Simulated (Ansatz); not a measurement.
AlNi:

```
Ni Al
1.0
     1.93869   -1.95319    0.00000
     1.93869    1.95319    0.00000
     0.00000    0.00000    3.09943
Ni Al
1 1
Direct
  0.50000 0.50000 0.50000
  0.00000 0.00000 0.00000
```

The cell comes from a database or a generator and needn't be the stable form of this composition.

```yaml
Program: Ansatz 0.2.0
Task: relaxation of cell and atoms
Functional: PBEsol
Potentials_or_basis: all-electron LAPW, scalar-relativistic
Basis_error_allowed: 0.001 eV/atom
k_mesh: 10 × 10 × 9
Occupations: fermi-dirac, width 0.05 eV
Spin: collinear spin, ferromagnetic start
Starting_moments: "[1.0, 0.0] μB"
```

At the start: volume 11.74 Å³/atom.

**Question.** Where does the relaxation end?

**Answer.** Over 6 steps the energy falls by 21.3 meV/atom and the volume is 11.72 Å³/atom (-0.2 %); space group Pm-3m (No. 221, to 0.05 Å); moment 0.00 μB per cell.

Step by step:
```
step  energy change (eV)  largest force (eV/Å)  volume (Å³)
   1              0.0000                0.0000        23.47
   2             -0.0206                0.0000        23.51
   3             -0.0420                0.0000        23.38
   4             -0.0424                0.0000        23.42
   5             -0.0424                0.0000        23.43
   6             -0.0425                0.0000        23.43
```

Final structure:
```yaml
crystal:
  lattice:
    - [2.02261, -2.02240, 0.00000]
    - [2.02261, 2.02240, 0.00000]
    - [0.00000, 0.00000, 2.86451]
  atoms:
    - { symbol: Ni, position: [0.50000, 0.50000, 0.50000] }
    - { symbol: Al, position: [0.00000, 0.00000, 0.00000] }
```

Caveat: the starting moments weren't kept.
